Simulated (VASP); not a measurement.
Write the native input for VASP 6.6.1 that does the following.

* Task: relaxation of cell and atoms
* Functional: PBE
* Potentials or basis: VASP PAW PBE potentials, release 64 (Cd)
* Cutoff: 600 eV
* k mesh: 6 × 6 × 6
* Occupations: gaussian, width 0.1 eV
* Spin: no spin polarisation
* Dipole correction: no
* Further INCAR settings: ALGO = Normal; EDIFF = 1e-06; IBRION = 2; EDIFFG = -0.04; NSW = 90; ISIF = 3

The structure of Cd lies in POSCAR:

```
Cd
1.0
    1.9633069365      1.1335157883      3.4179391963
   -1.9633069365      1.1335157883      3.4179391963
    0.0000000000     -2.2670315765      3.4179391963
Cd
2
Direct
    0.2336400000      0.2336400000      0.2336400000
    0.7663600000      0.7663600000      0.7663600000
```

The cell was built by a generator and needn't be a form met in nature.

The input as run:

INCAR

```
SYSTEM = Cd
  PREC = Accurate
  ENCUT = 600
  EDIFF = 1E-6
  ISMEAR = 0
  SIGMA = 0.1
  LREAL = .False.
  LASPH = .True.
  NELM = 100
  ALGO = Normal
  ISIF = 3
  LWAVE = .False.
  LCHARG = .False.
  GGA = PE
  IBRION = 2
  NSW = 90
  EDIFFG = -0.04
```

KPOINTS

```
regular mesh
0
Gamma
  6 6 6
  0 0 0
```

Potentials or basis: VASP PAW PBE potentials, release 64 (Cd).

The run is started by

```sh
$ cat potpaw_PBE.64/Cd/POTCAR > POTCAR
$ mpirun -np 1 vasp_std > vasp.out
```

Results of the run:

| Quantity | Value |
| --- | --- |
| Relaxed volume | 23.37 Å³/atom |
| Relaxed cell | a = 5.054 Å, b = 5.054 Å, c = 5.054 Å, α = 39.36°, β = 39.36°, γ = 39.36° |
| Space group after relaxing (to 0.05 Å) | R-3m (No. 166) |
| Energy gained by relaxing | 336.6 meV/atom |
| Ionic steps | 26 |
| Pressure after relaxing | 0.2 GPa |
| Largest force after relaxing | 0.025 eV/Å |
| Band gap on the k mesh | none (metal or under the smearing width) |

Wall time 5.5 min on 1 thread of AMD EPYC 9R14 (Zen 4) (shared host), peak memory 0.2 GiB.
